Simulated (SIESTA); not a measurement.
## NbP in SIESTA: the effect of strain zz

NbP:

```
CELL_PARAMETERS angstrom
-1.67492 1.67492 5.51050
1.67492 -1.67492 5.51050
1.67492 1.67492 -5.51050
ATOMIC_POSITIONS crystal
Nb 0.24988 0.74988 0.50000
Nb 0.49988 0.49988 0.00000
P 0.83275 0.33275 0.50000
P 0.08275 0.08275 0.00000
```

The cell is a database's computed one.

The cell isn't the ideal one: cell strained along z.

Alike in all runs:

* Program: SIESTA 5.4.2
* Task: band structure
* Functional: PBE
* Potentials or basis: PseudoDojo 0.4 standard (PBE files)
* Basis: DZP (energy shift 0.003 Ry; two zetas on semicore shells)
* Grid cutoff: 800 Ry
* Energy shift: 0.003 Ry
* k mesh: 8 × 8 × 8
* Occupations: fermi-dirac, width 0.05 eV
* Spin: no spin polarisation

```tsv
strain zz	pressure (GPa)	largest force (eV/Å)
-0.04	8.5	0.37
-0.02	?	?
-0.01	2.6	0.10
0	0.8	0.03
0.01	-0.8	0.04
0.02	-2.4	0.10
0.04	-5.2	0.20
```

Task: What does the run with strain zz -0.02 give?

Result: Pressure 4.4 GPa; largest force 0.18 eV/Å.

Worked out: A parabola through the other rows of the pressure, of slope -192 GPa per unit of strain zz there, gives 4.5 GPa, against the run's 4.4. A parabola through the other rows of the largest force, of slope -7.88 eV/Å per unit of strain zz there, gives 0.15 eV/Å, against the run's 0.18. The fit is too stiff a form for this range.

Caveats: the basis of atomic orbitals isn't converged, which shifts pressures, moduli and gaps.
